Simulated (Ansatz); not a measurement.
The system is Pb.

```xyz
1
Lattice="-1.9797 1.9797 1.9797 1.9797 -1.9797 1.9797 1.9797 1.9797 -1.9797" Properties=species:S:1:pos:R:3 pbc="T T T"
Pb    0.0000    0.0000    0.0000
```

This isn't the form of Pb at room conditions, which is fcc.

- Program: Ansatz 0.2.0
- Task: relaxation of cell and atoms
- Functional: PBE0
- Potentials or basis: Ansatz PAW
- Cutoff: 420 eV (not typed: the program's choice for these potentials)
- k mesh: 5 × 5 × 5
- Occupations: fermi-dirac, width 0.05 eV
- Spin: no spin polarisation

At the start: volume 31.03 Å³/atom.

Problem. Where does the relaxation end?

Solution. It ends after 4 steps and the volume is 32.06 Å³/atom (+3.3 %); space group Im-3m (No. 229, to 0.05 Å).

Step by step:
| step | energy change (eV) | largest force (eV/Å) | volume (Å³) |
| --- | --- | --- | --- |
| 1 | 0.0000 | 0.0000 | 31.03 |
| 2 | -0.0046 | 0.0000 | 32.11 |
| 3 | -0.0046 | 0.0000 | 32.06 |
| 4 | -0.0047 | 0.0000 | 32.06 |

Final structure:
```
Pb
1.0
    -2.00123    2.00123    2.00123
     2.00123   -2.00123    2.00123
     2.00123    2.00123   -2.00123
Pb
1
Direct
  0.00000 0.00000 0.00000
```

Caveat: the k mesh is coarse (spacing up to 0.45 Å⁻¹), so the values aren't converged, least of all with exact exchange; the plane-wave basis is chosen anew once the cell has moved, so the energies of steps on either side of that aren't comparable; the PAW data sets come from PBE, with cores solved anew for the run's functional, which leaves a small shift of forces and pressure.
